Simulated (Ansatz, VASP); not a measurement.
## Two plane-wave programs on Ru

```
Ru
1.0
    -1.61486    1.61486    1.36659
     1.61486   -1.61486    1.36659
     1.61486    1.61486   -1.36659
Ru
1
Direct
  0.50000 0.50000 0.00000
```

Alike in both runs: task relaxation of cell and atoms; functional PBE; k mesh 26 × 26 × 26; occupations gaussian, width 0.1 eV; no spin polarisation.

|  | VASP | Ansatz |
| --- | --- | --- |
| version | VASP 6.6.1 | Ansatz 0.2.0 |
| potentials or method | VASP PAW PBE potentials, release 64 (Ru_pv) | scalar-relativistic, plane waves, PAW |
| plane-wave cutoff (eV) | 600 | 420 |
| valence electrons in the cell | 14 | 16 |

```csv
,VASP,Ansatz,Ansatz less VASP
"gap on the k mesh at the Fermi level, each at its own relaxed structure (eV)",none,none,-
relaxed volume (Å³/atom),14.25,14.25,+0.005
relaxed cell length with the largest relative difference (Å),2.661,2.661,+0.0002
```

A gap of «none» marks a metal or a gap that the smearing closes. The two sets of potentials don't hold the same shells in valence.
